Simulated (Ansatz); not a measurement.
Input and command of a calculation in Ansatz (plane waves; scalar-relativistic PAW potentials unless the input names others):

```yaml
crystal:
  lattice:
    - [2.8603720851, 1.6514365933, 2.3460535783]
    - [-2.8603720851, 1.6514365933, 2.3460535783]
    - [0.0, -3.3028731867, 2.3460535783]
  atoms:
    - { symbol: Ba, position: [0.0026800181, 0.0026800181, 0.0026800181] }
    - { symbol: Ti, position: [0.500451148, 0.500451148, 0.4096211393] }
    - { symbol: O, position: [0.4903227049, 0.4903227049, 0.9825753212] }
    - { symbol: O, position: [0.4903227049, 0.9825753212, 0.4903227049] }
    - { symbol: O, position: [0.9825753212, 0.4903227049, 0.4903227049] }
basis:
  ecutwfc: 420
kpoints:
  mp_grid: { grid: [6, 6, 6] }
hamiltonian:
  xc: pbe
  hubbard: { sites: [{ species: Ti, l: d, u_eff: 4.0 }] }
scf:
  occupations: { method: gaussian, width: 0.15 }
output:
  forces: true
  eigenvalues: true
  stress: true
```

```bash
ansatz run input.yaml --threads 2 --pin off --max-ram 5120MiB --backend cpu --events-out ev --progress --plain --runs-dir out
```

Abridged log:
```
Basis set: ecut = 420 eV, 1309 PW (Γ), exchange–correlation on 60×60×60 points (8 copies of the dense FFT grid, shifted against one another)
Bands: 25, of which v1, the nominal top of the filled ones, is band 20 counted from 1 (19 counted from 0)
Symmetry: 2 space group operations
k-points: 68 of 216 (time reversal used)
SCF iter   1: F=—  HF=-10156.321195 eV  |F-HF|=—  |Δ(HF+E_count)|=         —  Δρ=5.67e-2  dr2=2.81e0  ethr=3.10e-3  ⟨swp⟩=6.5  Hψ=8776  notcnv=0
SCF iter   2: F=—  HF=-10155.816283 eV  |F-HF|=—  |Δ(HF+E_count)|=   5.05e-1  Δρ=3.08e-2  dr2=6.59e-1  ethr=3.10e-3  ⟨swp⟩=3.0  Hψ=4080  notcnv=0  defer=68
SCF iter   3: F=—  HF=-10155.745779 eV  |F-HF|=—  |Δ(HF+E_count)|=   7.05e-2  Δρ=1.71e-2  dr2=2.33e-1  ethr=1.65e-3  ⟨swp⟩=2.6  Hψ=2798  notcnv=0  defer=68
SCF iter   4: F=—  HF=-10155.717609 eV  |F-HF|=—  |Δ(HF+E_count)|=   2.82e-2  Δρ=6.64e-3  dr2=2.80e-2  ethr=5.82e-4  ⟨swp⟩=2.1  Hψ=3214  notcnv=0  defer=68
SCF iter   5: F=—  HF=-10155.717945 eV  |F-HF|=—  |Δ(HF+E_count)|=   3.36e-4  Δρ=1.76e-3  dr2=1.83e-3  ethr=7.00e-5  ⟨swp⟩=2.1  Hψ=2832  notcnv=0  defer=68
SCF iter   6: F=—  HF=-10155.718737 eV  |F-HF|=—  |Δ(HF+E_count)|=   7.92e-4  Δρ=1.34e-3  dr2=9.30e-4  ethr=4.58e-6  ⟨swp⟩=2.0  Hψ=2862  notcnv=0  defer=68
SCF iter   7: F=—  HF=-10155.718641 eV  |F-HF|=—  |Δ(HF+E_count)|=   9.58e-5  Δρ=2.00e-4  dr2=1.56e-5  ethr=2.33e-6  ⟨swp⟩=2.0  Hψ=2659  notcnv=0  defer=68
SCF iter   8: F=—  HF=-10155.718659 eV  |F-HF|=—  |Δ(HF+E_count)|=   1.81e-5  Δρ=5.70e-5  dr2=2.45e-6  ethr=3.91e-8  ⟨swp⟩=2.0  Hψ=2971  notcnv=0  defer=68
SCF iter   9: F=—  HF=-10155.718659 eV  |F-HF|=—  |Δ(HF+E_count)|=   2.92e-7  Δρ=1.71e-5  dr2=2.63e-7  ethr=6.12e-9  ⟨swp⟩=2.1  Hψ=2781  notcnv=0  defer=68
SCF iter  10: F=-10155.718659 eV  HF=-10155.718659 eV  |F-HF|=4.98e-10  |Δ(HF+E_count)|=   7.90e-9  Δρ=2.50e-6  dr2=5.69e-9  ethr=2.50e-10  ⟨swp⟩=11.6  Hψ=8948  notcnv=0
SCF 1 converged in 10 iterations: F = -10155.718659 eV  dr2 = 5.69e-9
SCF converged after 10 iterations
Free energy (F): -10155.718659 eV
Harris-Foulkes:  -10155.718659 eV  (|F-HF|=4.98e-10)
Internal energy: -10155.718659 eV  (E = F + TS)
E sigma→0 (E₀):  -10155.718659 eV
Fermi energy:    11.379465 eV
--- Forces (eV/Å), atoms counted from 1 ---
  atom   1  Ba     0.00000000     0.94457847    -0.94989248
  atom   2  Ti     0.00000000    -2.83617167     2.22046027
  atom   3  O      0.00000000     0.67611248    -0.55223001
  atom   4  O     -0.15051878     0.60772378    -0.35916013
  atom   5  O      0.15051878     0.60772378    -0.35916013
--- Stress (GPa, compression-positive) ---
        0.881784       0.000000       0.000000
        0.000000       6.461899      -3.775729
        0.000000      -3.775730       2.630457
  P = ⅓ Tr σ = 3.3247 GPa (33.247 kbar)
Occupation matrices written to <dir>
```

Apart from outputs and empty bands, the input differs from a reference run on usual settings in scf.occupations.width: 0.05 → 0.15. The reference, at the same geometry (not necessarily relaxed), gave pressure 3.32 GPa, largest force 3.602 eV/Å, gap on the mesh 2.40 eV. This run converged in 10 SCF iterations (reference: 10) with an energy at zero smearing within 0.01 meV/atom of the reference's, pressure 3.32 GPa, largest force 3.602 eV/Å, gap on the mesh 2.40 eV.

Time: 11 s on 2 threads of Arm Neoverse V1 (shared host), peak memory 0.44 GiB.